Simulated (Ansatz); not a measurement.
Crystal: SiO2 (Cristobalite).

```
Si O
1.0
     4.98200    0.00000    0.00000
     0.00000    4.98200    0.00000
     0.00000    0.00000    6.96300
Si O
4 8
Direct
  0.79897 0.20103 0.75000
  0.70103 0.70103 0.50000
  0.20103 0.79897 0.25000
  0.29897 0.29897 0.00000
  0.10347 0.23989 0.82187
  0.26011 0.60347 0.07187
  0.89653 0.76011 0.32187
  0.73989 0.39653 0.57187
  0.60347 0.26011 0.92813
  0.76011 0.89653 0.67813
  0.39653 0.73989 0.42813
  0.23989 0.10347 0.17813
```

| Item | Value |
| --- | --- |
| Program | Ansatz 0.2.0 |
| Task | relaxation of cell and atoms |
| Functional | PBEsol |
| Dispersion | D3(BJ) |
| Potentials or basis | Ansatz PAW |
| Cutoff | 420 eV (not typed: the program's choice for these potentials) |
| k mesh | 6 × 6 × 4 |
| Occupations | fermi-dirac, width 0.05 eV |
| Spin | no spin polarisation |

At the start: volume 14.40 Å³/atom.

Problem. Where does the relaxation end?

Solution. It ends after 12 steps and the volume is 13.56 Å³/atom (-5.8 %); space group P4_12_12 (No. 92, to 0.05 Å).

Step by step:
```
step  energy change (eV)  largest force (eV/Å)  volume (Å³)
   1              0.0000                0.3048       172.82
   2             -0.0176                0.2138       173.64
   3             -0.0324                0.0657       174.08
   4             -0.0449                0.0579       172.76
   5             -0.0893                0.0090       166.28
   6             -0.0928                0.0036       165.44
   7             -0.0719                0.0036       165.44
   8             -0.0821                0.0224       163.14
   9             -0.0821                0.0013       163.14
  10             -0.0738                0.0013       163.14
  11             -0.0754                0.0005       162.75
  12             -0.0740                0.0005       162.75
```

Final structure:
```cif
data_structure
_symmetry_space_group_name_H-M 'P 1'
_symmetry_Int_Tables_number 1
_cell_length_a 4.9044
_cell_length_b 4.9044
_cell_length_c 6.7662
_cell_angle_alpha 90.000
_cell_angle_beta 90.000
_cell_angle_gamma 90.000
_cell_volume 162.75
loop_
_atom_site_label
_atom_site_type_symbol
_atom_site_fract_x
_atom_site_fract_y
_atom_site_fract_z
_atom_site_occupancy
Si1 Si 0.81144 0.18856 0.75000 1
Si2 Si 0.68856 0.68856 0.50000 1
Si3 Si 0.18856 0.81144 0.25000 1
Si4 Si 0.31144 0.31144 0.00000 1
O1 O 0.12831 0.23400 0.80872 1
O2 O 0.26600 0.62831 0.05872 1
O3 O 0.87169 0.76600 0.30872 1
O4 O 0.73400 0.37169 0.55872 1
O5 O 0.62831 0.26600 0.94128 1
O6 O 0.76600 0.87169 0.69128 1
O7 O 0.37169 0.73400 0.44128 1
O8 O 0.23400 0.12831 0.19128 1
```

Caveat: the plane-wave basis is chosen anew once the cell has moved, so the energies of steps on either side of that aren't comparable; the pressure holds a Pulay correction of +0.6 GPa for the finite cutoff; the PAW data sets come from PBE, with cores solved anew for the run's functional, which leaves a small shift of forces and pressure.
